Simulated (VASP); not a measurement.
# Settings for C: relaxation of the cell

C, Fd-3m (no. 227), 2 atoms in the cell. PBE; PAW potentials C (PBE set). VASP 6.6.1. The cell is changed on purpose: volume scaled by 1.1.

Wanted: cell volume within 0.2 %; lattice lengths within 0.1 %; shortest distances from each atom, periodic images included within 0.005 Å.

What the run is for: cell; Accuracy asked: standard.

The series start from Plane-wave cutoff (eV): 600; k-point mesh: 8 × 8 × 8; Relaxation passes: 2; Ionic threshold (EDIFFG): -0.005; Electronic threshold (eV): 1e-6; Precision mode (PREC): Accurate; Relaxation algorithm: IBRION=2 POTIM=0.5. Each series keeps the choices made before it, and each single choice may use up half of a tolerance. Times cover all steps of a run.

## Plane-wave cutoff (eV)

| Plane-wave cutoff (eV) | Cell volume (Å³) | Lattice lengths, largest deviation against the largest value | Shortest distances from each atom, periodic images included, largest deviation (Å) | Time (s) |
|---|---|---|---|---|
| 400 | 11.3 | 0.28 % | 0.0043 | 11 |
| 460 | 11.4 | 0.01 % | 0.0002 | 16 |
| 520 | 11.41 | 0.042 % | 0.0006 | 17 |
| 600 | 11.39 | 0.019 % | 0.0003 | 14 |
| 700 | 11.38 | 0.027 % | 0.0004 | 23 |
| 840 (reference) | 11.39 | 0 % | 0.0000 | 28 |

## k-point mesh

| k-point mesh | Cell volume (Å³) | Lattice lengths, largest deviation against the largest value | Shortest distances from each atom, periodic images included, largest deviation (Å) | Time (s) |
|---|---|---|---|---|
| 4 × 4 × 4 | 11.42 | 0.095 % | 0.0015 | 13 |
| 5 × 5 × 5 | 11.39 | 0.021 % | 0.0003 | 11 |
| 7 × 7 × 7 | 11.39 | 0.0012 % | 0.0000 | 14 |
| 8 × 8 × 8 | 11.39 | 0.0004 % | 0.0000 | 14 |
| 10 × 10 × 10 | 11.39 | 0 % | 0.0000 | 24 |
| 13 × 13 × 13 (reference) | 11.39 | 0 % | 0.0000 | 38 |

## Relaxation passes

| Relaxation passes | Cell volume (Å³) | Lattice lengths, largest deviation against the largest value | Shortest distances from each atom, periodic images included, largest deviation (Å) | Time (s) |
|---|---|---|---|---|
| 1 | 11.39 | 0 % | 0.0000 | 8.6 |
| 2 | 11.39 | 0 % | 0.0000 | 11 |
| 3 (reference) | 11.39 | 0 % | 0.0000 | 14 |

## Ionic threshold (EDIFFG)

| Ionic threshold (EDIFFG) | Cell volume (Å³) | Lattice lengths, largest deviation against the largest value | Shortest distances from each atom, periodic images included, largest deviation (Å) | Time (s) |
|---|---|---|---|---|
| -0.05 | 11.41 | 0.065 % | 0.0010 | 8.0 |
| -0.02 | 11.39 | 0.0047 % | 0.0001 | 8.2 |
| -0.01 | 11.39 | 0.0047 % | 0.0001 | 7.6 |
| -0.005 | 11.39 | 0.0047 % | 0.0001 | 8.6 |
| -0.002 (reference) | 11.39 | 0 % | 0.0000 | 12 |

## Electronic threshold (eV)

| Electronic threshold (eV) | Cell volume (Å³) | Lattice lengths, largest deviation against the largest value | Shortest distances from each atom, periodic images included, largest deviation (Å) | Time (s) |
|---|---|---|---|---|
| 0.0001 | 11.39 | 0.0087 % | 0.0001 | 7.8 |
| 1e-5 | 11.39 | 0.00079 % | 0.0000 | 9.2 |
| 1e-6 | 11.39 | 0.00079 % | 0.0000 | 8.2 |
| 1e-7 (reference) | 11.39 | 0 % | 0.0000 | 10 |

## Precision mode (PREC)

| Precision mode (PREC) | Cell volume (Å³) | Lattice lengths, largest deviation against the largest value | Shortest distances from each atom, periodic images included, largest deviation (Å) | Time (s) |
|---|---|---|---|---|
| Normal | 11.39 | 0 % | 0.0000 | 4.6 |
| Accurate (reference) | 11.39 | 0 % | 0.0000 | 7.8 |

## Relaxation algorithm

| Relaxation algorithm | Cell volume (Å³) | Lattice lengths, largest deviation against the largest value | Shortest distances from each atom, periodic images included, largest deviation (Å) | Time (s) |
|---|---|---|---|---|
| IBRION=2 POTIM=0.5 | 11.39 | 0 % | 0.0000 | 4.6 |
| IBRION=2 POTIM=0.2 | 11.4 | 0.023 % | 0.0003 | 5.0 |
| IBRION=1 POTIM=0.5 | 11.39 | 0.0079 % | 0.0001 | 4.6 |
| IBRION=1 POTIM=0.2 | 11.39 | 0.0059 % | 0.0001 | 4.6 |

## Question

The rows run from the loosest to the tightest (no order: relaxation algorithm). For each series: choose the loosest value from which every tighter one stays within half of the tolerance; where there is no order, keep the first row unless others stay within half of the tolerance and take at least 30 % less time, and then take the fastest.

## Answer

- Plane-wave cutoff (eV): 600
- k-point mesh: 5 × 5 × 5
- Relaxation passes: 1
- Ionic threshold (EDIFFG): -0.02
- Electronic threshold (eV): 0.0001
- Precision mode (PREC): Normal
- Relaxation algorithm: IBRION=2 POTIM=0.5

## All choices together

| Input | Cell volume (Å³) | Lattice lengths, largest deviation against the largest value | Shortest distances from each atom, periodic images included, largest deviation (Å) | Time (s) |
|---|---|---|---|---|
| the program's defaults (naive) | 11.31 | 0.25 % | 0.0038 | 3.1 |
| chosen settings | 11.39 | 0.0067 % | 0.0001 | 4.6 |
| reference settings throughout | 11.39 | 0 % | 0.0000 | 94 |

The tolerance is met.

Values of the reference run: Lattice lengths: 2.526, 2.526, 2.526 Å; Shortest distances from each atom, periodic images included: 1.547, 1.547, 1.547, 1.547, 1.547, 1.547, 1.547, 1.547 Å.

## The input

INCAR.step1:
```
SYSTEM = C
GGA = PE ; ISMEAR = 0
SIGMA = 0.03 ; LWAVE = .False.
LCHARG = .False. ; NSW = 80
PREC = Normal ; LASPH = .True.
LREAL = .False. ; ALGO = Normal
EDIFF = 1E-4 ; NELM = 120
GGA_COMPAT = .False. ; IBRION = 2
ISIF = 3 ; EDIFFG = -0.02
NELMIN = 4 ; ENCUT = 600
EFERMI = MIDGAP ; POTIM = 0.5
```

INCAR.step2, as INCAR.step1 but for:
```
- NSW = 80
- IBRION = 2
- ISIF = 3
- EDIFFG = -0.02
- NELMIN = 4
- POTIM = 0.5
+ ISIF = 2
```

KPOINTS:
```
Automatic mesh
0
Gamma
  5 5 5
  0 0 0
```

POSCAR.step1:
```
C
1.0
    0.0000000000      1.8409373895      1.8409373895
    1.8409373895      0.0000000000      1.8409373895
    1.8409373895      1.8409373895      0.0000000000
C
2
Direct
    0.7500000000      0.7500000000      0.7500000000
    0.5000000000      0.5000000000      0.5000000000
```

Commands (each step's output is kept before the next begins):
```
cat potpaw_PBE.64/C/POTCAR > POTCAR
cp INCAR.step1 INCAR
cp POSCAR.step1 POSCAR
mpirun -np 1 vasp_std > vasp.out
cp CONTCAR POSCAR
cp INCAR.step2 INCAR
mpirun -np 1 vasp_std > vasp.out
```

The chosen input took VASP 6.6.1 4.6 s on 1 core (Intel Xeon Platinum 8259CL @ 2.50GHz (Skylake/Cascade Lake)), a shared host.

## An input that fails: cell relaxed at a low cutoff

It runs to its end, but against the unchanged starting input it is off by 6.3 % in the cell volume, 2.2 % in the lattice lengths, 0.0334 Å in the shortest distances from each atom, periodic images included.

Changes against the starting input:
```
(all steps)
- PREC = Accurate
- NELM = 120
- ENCUT = 600
+ PREC = Low
+ NELM = 78
+ ENCUT = 280
```
